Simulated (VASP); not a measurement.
Input of a VASP 6.6.1 run:

The input INCAR:

```
SYSTEM = Ni
PREC     = Accurate       ! precision mode
ENCUT    = 600            ! plane-wave cutoff, eV
EDIFF    = 1E-6           ! SCF threshold, eV
ISMEAR   = -1             ! smearing method
SIGMA    = 0.05           ! smearing width, eV
LREAL    = .False.        ! projectors in reciprocal space
LASPH    = .True.         ! aspherical terms in the spheres
NELM     = 150            ! most SCF steps
ALGO     = Normal         ! electronic algorithm
ISIF     = 3              ! what is computed and relaxed
LWAVE    = .False.        ! write WAVECAR
LCHARG   = .False.        ! write CHGCAR
ISPIN    = 2              ! spin polarisation
MAGMOM   = 1              ! initial moments
LORBIT   = 11             ! projections on sites
LMAXMIX  = 4              ! l up to which the mixer works
GGA      = MK             ! functional
LUSE_VDW = .True.       
AGGAC    = 0.0          
PARAM1   = 0.1234       
PARAM2   = 0.711357     
ZAB_VDW  = -1.8867      
IBRION   = 2              ! ionic algorithm
NSW      = 60             ! ionic steps
EDIFFG   = -0.01          ! ionic threshold
```

The input KPOINTS:

```
Automatic mesh
0
Gamma
  13 13 13
  0 0 0
```

The input POSCAR:

```
Ni
1.0
    0.0000000000      1.7375729330      1.7375729330
    1.7375729330      0.0000000000      1.7375729330
    1.7375729330      1.7375729330      0.0000000000
Ni
1
Direct
    0.0000000000      0.0000000000      0.0000000000
```

Potentials or basis: VASP PAW PBE potentials, release 64 (Ni).

Command:

```sh
$ cat potpaw_PBE.64/Ni/POTCAR > POTCAR
$ mpirun -np 1 vasp_std > vasp.out
```

Problem. Estimate the band gap on the k mesh.

Solution. None (metal or under the smearing width).

Problem. What does it give for the space group after relaxing (to 0.05 Å)?

Solution. Fm-3m (No. 225).

Problem. What does it give for the net moment?

Solution. 0.62 μB per cell.

Problem. Estimate the relaxed cell.

Solution. a = 2.468 Å, b = 2.468 Å, c = 2.468 Å, α = 60.00°, β = 60.00°, γ = 60.00°.

Step by step:
```csv
step,energy change (eV),largest force (eV/Å),pressure (GPa),volume (Å³)
1,0.0000,0.0000,2.94,10.49
2,0.0001,0.0000,-2.86,10.79
3,-0.0013,0.0000,-0.01,10.64
```

Caveat: the PAW data sets were made with another functional, which shifts forces and pressure a little.
